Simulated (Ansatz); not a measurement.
WS2, a slab with vacuum:

```
W S
1.0
     3.18352    0.00000    0.00000
    -1.59176    2.75701    0.00000
     0.00000    0.00000   16.95058
W S
1 2
Direct
  0.00000 0.00000 0.00000
  0.33333 0.66667 0.09200
  0.33333 0.66667 0.90800
```

Program: Ansatz 0.2.0. Alike in all runs: task density of states; level PBEsol+U; potentials or basis all-electron LAPW, scalar-relativistic; no spin polarisation; cell as given; k mesh 10 × 10 × 2; cutoff (eV) 259; smearing fermi-dirac 0.05 eV; basis error allowed 0.002 eV/atom.

Question: Order these runs on this cell by their band gap on the k mesh, lowest first.
A. U W d U = 8 eV
B. U W d U = 4 eV
C. U W d U = 6 eV

Answer: A (1.32 eV), C (1.77 eV), B (1.93 eV).

Caveats: U is the effective U less J, on atomic orbitals that reach past the spheres; spin-orbit coupling is left out, which moves the levels of the heavy elements; the density of states is complete only up to the lowest level of the last band computed.

A k mesh can miss the band edges.
